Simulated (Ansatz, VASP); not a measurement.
## One calculation of Si2S, two programs

File INCAR:

```
PREC = Accurate
ENCUT = 520
EDIFF = 1E-6
ISMEAR = 0
SIGMA = 0.1
LREAL = F
LASPH = T
NELM = 100
ALGO = Normal
ISIF = 2
LWAVE = F
LCHARG = F
GGA = PE
NBANDS = 14
```

Contents of KPOINTS:

```
regular mesh
0
Gamma
  6 6 4
```

The input POSCAR:

```
Si2S
1.0
    3.1506265000      0.0000000000      0.0000000000
    0.0000000000      3.1506265000      0.0000000000
    0.0000000000      0.0000000000      4.4556587300
Si S
2 1
Direct
    0.0000000000      0.0000000000      0.0000000000
    0.5000000000      0.5000000000      0.5000000000
    0.0000000000      0.0000000000      0.5000000000
```

Input for Ansatz:

```yaml
crystal:
  lattice:
    - [3.1506265, 0.0, 0.0]
    - [0.0, 3.1506265, 0.0]
    - [0.0, 0.0, 4.45565873]
  atoms:
    - { symbol: Si, position: [0.0, 0.0, 0.0] }
    - { symbol: Si, position: [0.5, 0.5, 0.5] }
    - { symbol: S, position: [0.0, 0.0, 0.5] }
basis:
  ecutwfc: 420
kpoints:
  mp_grid: { grid: [6, 6, 4] }
hamiltonian:
  xc: pbe
scf:
  occupations: { method: gaussian, width: 0.1 }
  lower_state_search: "off"
output:
  forces: true
  stress: true
  eigenvalues: true
```

Change from the starting cell: ordered vacancies on the anion sites of rock salt (P4/mmm, No. 123).

Alike in both runs: task single point; functional PBE; k mesh 6 × 6 × 4; occupations gaussian, width 0.1 eV; no spin polarisation.

|  | VASP | Ansatz |
| --- | --- | --- |
| version | VASP 6.6.1 | Ansatz 0.2.0 |
| potentials or method | VASP PAW PBE potentials, release 64 (Si, S) | scalar-relativistic, plane waves, PAW |
| plane-wave cutoff (eV) | 520 | 420 |
| valence electrons in the cell | 14 | 14 |

Ansatz gave:

```
gap on the k mesh at the Fermi level (eV)       : none
pressure (GPa)                                  : 23.8
largest component of the traceless stress (GPa) : 2.04
```

Problem. Which values does VASP return?

Solution. gap on the k mesh at the Fermi level (eV): none; pressure (GPa): 23.8; largest component of the traceless stress (GPa): 2.12.

A gap of «none» marks a metal or a gap that the smearing closes.

Caveats: so large a pressure means that the cell lies far from this level's equilibrium, or that cutoff or potentials fall short (VASP).
